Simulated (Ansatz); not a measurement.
## Zone-centre phonons of BN at 50 GPa: input and output

Theory: Ansatz, DFT PBEsol, scalar-relativistic, plane waves, PAW.

Launched with:
```bash
ansatz run input.yaml --threads 1 --pin off --max-ram 3072MiB --backend cpu --events-out ev --progress --plain --runs-dir out
```

Input (bare energies are in eV):
```yaml
crystal:
  lattice:
    - [0.0, 1.7397931622, 1.7397931622]
    - [1.7397931622, 0.0, 1.7397931622]
    - [1.7397931622, 1.7397931622, 0.0]
  atoms:
    - { symbol: B, position: [0.0, 0.0, 0.0] }
    - { symbol: "N", position: [0.75, 0.75, 0.75] }
basis:
  ecutwfc: 420
kpoints:
  mp_grid: { grid: [12, 12, 12] }
hamiltonian:
  xc: pbesol
scf:
  occupations: { method: fixed }
output:
  eigenvalues: true
phonons:
  method: dfpt
  dielectric: true
  rigid_motions: translations
  eigenvectors: true
```

Results section of the output:
```
--- Phonons (Γ-DFPT): 2 representative perturbations + reference, on 280 of 1728 k-points (Σ response iterations 6) ---
  k mesh reduced under 4 symmetry operations, with k and −k counted as one. Each operation leaves every solved perturbation unchanged. A smaller set is not considered because the run solves the response ...
  ASR residual: 1.082e-5 → 0.000e0 eV/Å²; symmetrization residual: 2.489e-7 eV/Å²
  ASR residual per site (eV/Å²): 4.55e-6 1.08e-5
  Γ frequencies (cm⁻¹): 0.00 0.00 0.00 1190.96 1190.96 1190.96
  ε∞ (high-frequency dielectric tensor):
        4.540782     0.000000     0.000000
       -0.000000     4.540782    -0.000000
        0.000000     0.000000     4.540782
  ε⁰ (static dielectric tensor: ions relaxed, cell fixed):
        6.389361     0.000000     0.000000
       -0.000000     6.389361     0.000000
        0.000000     0.000000     6.389361
  ε⁰ − ε∞ (ionic part):
        1.848580     0.000000     0.000000
        0.000000     1.848580     0.000000
        0.000000     0.000000     1.848580
  softest optical mode at Γ: 1190.96 cm⁻¹; the repairs (sum rule, projections) moved no ω² at Γ by more than (0.50 cm⁻¹)²
  Born effective charges Z* (e; rows j = field, columns β = displacement):
    site 0:
         1.85045   -0.00000    0.00000
         0.00000    1.85045   -0.00000
        -0.00000   -0.00000    1.85045
    site 1:
        -1.85045    0.00000   -0.00000
        -0.00000   -1.85045    0.00000
         0.00000    0.00000   -1.85045
  Z* charge neutrality: 2.552e-6 e pre-enforcement
  k-mesh period / interband length: 29.5 Å / 1.27 Å = 23.17 at k = (0.0000, -0.5000, -0.5000), direct gap 9.941 eV — 14 or more, which is no proof of convergence
  optical modes at Γ without the LO–TO term, one row a degenerate level:
      ω (cm⁻¹) modes IR ((D/Å)²/amu)
       1190.96      3            38.8434
  optical modes at Γ + LO–TO along q̂ = [1.0000, 0.0000, 0.0000]:
      ω (cm⁻¹) modes IR ((D/Å)²/amu)
       1190.96      2            25.8956
       1412.73      1            12.9478
  optical modes at Γ + LO–TO along q̂ = [0.0000, 1.0000, 0.0000]:
      ω (cm⁻¹) modes IR ((D/Å)²/amu)
       1190.96      2            25.8956
       1412.73      1            12.9478
  optical modes at Γ + LO–TO along q̂ = [0.0000, 0.0000, 1.0000]:
      ω (cm⁻¹) modes IR ((D/Å)²/amu)
       1190.96      2            25.8956
       1412.73      1            12.9478
```

Time: 6 s on 1 thread of Intel(R) Xeon(R) 6975P-C (Granite Rapids) (shared host), peak memory 0.43 GiB.

Other phases may be more stable at this pressure.